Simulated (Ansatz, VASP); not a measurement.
# Two plane-wave programs on SrO

INCAR

```
SYSTEM = SrO
ALGO = Normal
EDIFF = 1E-6
ENCUT = 520
GGA = PE
ISIF = 2
ISMEAR = 0
LASPH = .True.
LCHARG = .False.
LREAL = .False.
LWAVE = .False.
NBANDS = 15
NELM = 60
PREC = Accurate
SIGMA = 0.05
```

File KPOINTS:

```
k-points
0
Gamma
  8 8 8
  0 0 0
```

POSCAR

```
SrO
1.0
    0.0000000000      2.5698000000      2.5698000000
    2.5698000000      0.0000000000      2.5698000000
    2.5698000000      2.5698000000      0.0000000000
Sr O
1 1
Direct
    0.0351042803      0.0351042803      0.0351042803
    0.5000000000      0.5000000000      0.5000000000
```

Input for Ansatz:

```yaml
crystal:
  lattice:
    - [0.0, 2.5698, 2.5698]
    - [2.5698, 0.0, 2.5698]
    - [2.5698, 2.5698, 0.0]
  atoms:
    - { symbol: Sr, position: [0.0351042803, 0.0351042803, 0.0351042803] }
    - { symbol: O, position: [0.5, 0.5, 0.5] }
basis:
  ecutwfc: 420
kpoints:
  mp_grid: { grid: [8, 8, 8] }
hamiltonian:
  xc: pbe
scf:
  occupations: { method: gaussian, width: 0.05 }
output:
  forces: true
  stress: true
  eigenvalues: true
```

Change from the starting cell: all Sr atoms moved +0.312 Å, as atom 1 along Cartesian [1 1 1].

Alike in both runs: task single point; functional PBE; k mesh 8 × 8 × 8; occupations gaussian, width 0.05 eV; no spin polarisation.

|  | VASP | Ansatz |
| --- | --- | --- |
| version | VASP 6.6.1 | Ansatz 0.2.0 |
| potentials or method | VASP PAW PBE potentials, release 64 (Sr_sv, O) | scalar-relativistic, plane waves, PAW |
| plane-wave cutoff (eV) | 520 | 420 |
| valence electrons in the cell | 16 | 16 |

Ansatz gave:

```
gap on the k mesh at the Fermi level (eV)       : 3.95
least direct gap on the mesh (eV)               : 3.95
pressure (GPa)                                  : 5.4
largest component of the traceless stress (GPa) : 0.58
rms of the force components (eV/Å)              : 0.436
```

**Question.** Which values does VASP return?

**Answer.** gap on the k mesh at the Fermi level (eV): 3.92; least direct gap on the mesh (eV): 3.92; pressure (GPa): 6.1; largest component of the traceless stress (GPa): 0.63; rms of the force components (eV/Å): 0.463.

Atom by atom the forces differ by 0.027 eV/Å (rms over components). With one functional, cell and mesh, what is left measures potentials, basis and numerics.

A k mesh can miss the band edges.
